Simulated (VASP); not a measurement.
La2O: single point with PBE

Crystal: La2O.

```
CELL_PARAMETERS angstrom
3.81469 0.00000 0.00000
-1.90734 3.30362 0.00000
0.00000 0.00000 6.19843
ATOMIC_POSITIONS crystal
La 0.33333 0.66667 0.21758
La 0.66667 0.33333 0.78242
O 0.00000 0.00000 0.00000
```

The cell was built by a generator and needn't be a form met in nature.

The cell isn't the ideal one: species swapped into the LaHg2 type (P-3m1, No. 164).

| Item | Value |
| --- | --- |
| Program | VASP 6.6.1 |
| Task | single point |
| Functional | PBE |
| Potentials or basis | VASP PAW PBE potentials, release 64 (La, O) |
| Cutoff | 520 eV |
| k mesh | 6 × 6 × 6 |
| Occupations | gaussian, width 0.1 eV |
| Spin | no spin polarisation |
| Dipole correction | no |
| Further INCAR settings | ALGO = Normal; EDIFF = 1e-06; NBANDS = 21 |

```json
{
  "Pressure": "0.0 GPa",
  "Largest force": "0.005 eV/Å",
  "Band gap on the k mesh": "none (metal or under the smearing width)"
}
```

Forces in eV/Å, atoms in the order of the input:
```
La   0.000  0.000 -0.005
La   0.000  0.000  0.005
O    0.000  0.000  0.000
```

Stress tensor (GPa, compression positive):
```
-0.13  0.00  0.00
 0.00 -0.13  0.00
 0.00  0.00  0.27
```

Levels at points of the mesh, in eV from the Fermi level:
```tsv
k point	band 11	band 12	band 13	band 14	band 15	band 16	band 17	band 18
(0.00, 0.00, 0.00)	-5.13	-5.13	-2.12	-0.18	1.14	1.14	1.29	1.48
(0.50, 0.00, 0.00)	-4.77	-4.27	-1.33	-0.06	0.12	1.46	1.57	1.71
(0.00, 0.00, 0.50)	-5.15	-5.15	-0.85	-0.41	0.31	0.99	0.99	1.49
(0.50, 0.00, 0.50)	-4.72	-4.41	-0.87	-0.24	-0.10	0.68	1.66	1.79
```

Wall time 64 s on 1 thread of Intel(R) Xeon(R) Platinum 8488C (Sapphire Rapids), on a shared host, peak memory 0.22 GiB.

The run has no spin-orbit coupling, so splittings on La are missing.
